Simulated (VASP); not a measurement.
Crystal: CsI.

```xyz
2
Lattice="4.5667 0.0000 0.0000 0.0000 4.5667 0.0000 0.0000 0.0000 4.5667" Properties=species:S:1:pos:R:3 pbc="T T T"
Cs    0.0000    0.0000    0.0000
I     2.2833    2.2833    2.2833
```

```yaml
Program: VASP 6.6.1
Task: relaxation of cell and atoms
Functional: PBEsol
Potentials_or_basis: VASP PAW PBE potentials, release 64 (Cs_sv, I)
Cutoff: 600 eV
k_mesh: 6 × 6 × 6
Occupations: gaussian, width 0.02 eV
Spin: no spin polarisation
```

At the start: pressure -0.4 GPa; volume 47.62 Å³/atom.

**Question.** Where does the relaxation end?

**Answer.** Over 4 steps the energy falls by 2.2 meV/atom and the volume is 45.97 Å³/atom (-3.5 %); space group Pm-3m (No. 221, to 0.05 Å).

The path:
```
step  energy change (eV)  largest force (eV/Å)  pressure (GPa)  volume (Å³)
   1              0.0000                0.0000           -0.41        95.24
   2             -0.0033                0.0000           -0.22        93.56
   3             -0.0044                0.0000           -0.02        92.12
   4             -0.0044                0.0000           -0.02        91.94
```

Final structure:
```yaml
crystal:
  lattice:
    - [4.51335, 0.00000, 0.00000]
    - [0.00000, 4.51335, 0.00000]
    - [0.00000, 0.00000, 4.51335]
  atoms:
    - { symbol: Cs, position: [0.00000, 0.00000, 0.00000] }
    - { symbol: I, position: [0.50000, 0.50000, 0.50000] }
```

Caveat: the PAW data sets were made with another functional, which shifts forces and pressure a little.
